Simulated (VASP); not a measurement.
Here is a VASP 6.6.1 calculation.

Contents of INCAR:

```
SYSTEM = GeSe
  PREC = Accurate
  ENCUT = 520
  EDIFF = 1E-8
  ISMEAR = 0
  SIGMA = 0.03
  LREAL = .FALSE.
  LASPH = .TRUE.
  NELM = 80
  ALGO = Normal
  ISIF = 2
  LWAVE = .FALSE.
  LCHARG = .FALSE.
  GGA = PE
  LEPSILON = .TRUE.
  KPAR = 2
```

Contents of KPOINTS:

```
regular mesh
0
Monkhorst
  4 10 8
  0 0 0
```

Contents of POSCAR:

```
GeSe                                    
1.0
   10.9655862498      0.0000000000      0.0000000000
    0.0000000000      3.8827657750      0.0000000000
    0.0000000000     -0.0000000000      4.4200472921
  Ge              Se            
     4     4
Direct
     0.1233927516312001    0.7500000000000000    0.8875163003595742
     0.6233927516312001    0.7500000000000000    0.6124836996404259
     0.3766072483687999    0.2500000000000000    0.3875163003595742
     0.8766072483687999    0.2500000000000000    0.1124836996404258
     0.8548942551904906    0.7500000000000000    0.5018587096336309
     0.3548942551904906    0.7500000000000000    0.9981412903663692
     0.6451057448095094    0.2500000000000000    0.0018587096336308
     0.1451057448095094    0.2500000000000000    0.4981412903663692
```

Potentials or basis: VASP PAW PBE potentials, release 64 (Ge_d, Se).

Launch:

```bash
$ cat potpaw_PBE.64/Ge_d/POTCAR potpaw_PBE.64/Se/POTCAR > POTCAR
$ mpirun -np 2 vasp_std > vasp.out
```

(1) Predict the electronic dielectric tensor (diagonal).

(2) Estimate the Born charges (mean of the diagonal).

## Answers

(1) 14.84, 18.40, 16.51.

(2) Ge +2.91; Se -2.91 e.
